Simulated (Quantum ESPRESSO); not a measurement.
**Hf under changes of volume**

One of the cells (21.882 Å³/atom); the others are scaled copies at fixed shape and fractional positions:

```
Hf
1.0
     0.00000    2.22000    2.22000
     2.22000    0.00000    2.22000
     2.22000    2.22000    0.00000
Hf
1
Direct
  0.00000 0.00000 0.00000
```

This isn't the form of Hf at room conditions, which is hcp.

* Program: Quantum ESPRESSO 7.5
* Functional: r2SCAN
* Potentials or basis: SG15 PBE 1.2
* Cutoff: 884 eV
* Density cutoff: 3537 eV
* k mesh: 8 × 8 × 8
* Occupations: fermi-dirac, width 0.05 eV
* Spin: no spin polarisation

```tsv
volume (Å³/atom)	energy over the lowest point (meV/atom)	pressure (GPa)
20.569	3.72	2.4
21.007	0.00	0.1
21.444	2.64	-2.1
21.882	11.07	-4.0
22.320	?	?
22.757	42.98	-7.5
23.195	65.57	-9.0
```

Problem. What does the run at 22.320 Å³/atom give?

Solution. Energy over the lowest point 24.68 meV/atom; pressure -5.8 GPa.

Worked out: A Birch-Murnaghan fit of order 3 (a polynomial in V^(-2/3)) to the other rows has its minimum at 21.04 Å³/atom with B0 = V·E''(V) = 111 GPa and B' = 3.9. It gives 24.69 meV/atom at 22.320 Å³/atom, against the run's 24.68, and -dE/dV = -5.9 GPa, against -5.8.

Energies are extrapolated to zero smearing.

Caveats: the potentials were made for another functional, which shifts forces and pressure.
